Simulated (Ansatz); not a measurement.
TePb: single point with PBE

Crystal: TePb.

```
CELL_PARAMETERS angstrom
4.00229 0.00000 0.00000
0.00000 4.00229 0.00000
0.00000 0.00000 4.00229
ATOMIC_POSITIONS crystal
Pb 0.99039 0.00759 0.98972
Te 0.48334 0.49709 0.49934
```

The cell comes from a database or a generator and needn't be the stable form of this composition.

The cell isn't the ideal one: atoms moved at random, drawn with an rms of 0.05 Å.

```yaml
Program: Ansatz 0.2.0
Task: single point
Functional: PBE
Potentials_or_basis: all-electron LAPW, scalar-relativistic
Cutoff: 155 eV (chosen from the basis error)
Basis_error_allowed: 0.001 eV/atom
k_mesh: 7 × 7 × 7
Occupations: fermi-dirac, width 0.05 eV
Spin: no spin polarisation
```

```
Pressure               : 0.0 GPa
Largest force          : 0.037 eV/Å
Band gap on the k mesh : none (metal or under the smearing width)
Loewdin charges        : Pb +0.21; Te -0.16 e
```

Forces on the atoms (eV/Å):
```
Pb   0.017  0.025 -0.023
Te  -0.017 -0.025  0.023
```

Levels at points of the mesh, in eV from the Fermi level:
```tsv
k point	band 28	band 29	band 30	band 31	band 32	band 33
(0.00, 0.00, 0.00)	-1.57	-1.56	-1.56	3.99	4.00	5.25
```

Wall time 75 s on 1 thread of Intel(R) Xeon(R) Platinum 8375C CPU @ 2.90GHz (Ice Lake), on a shared host, peak memory 0.6 GiB.

Spin-orbit coupling is left out, which matters for the levels of Pb, Te.
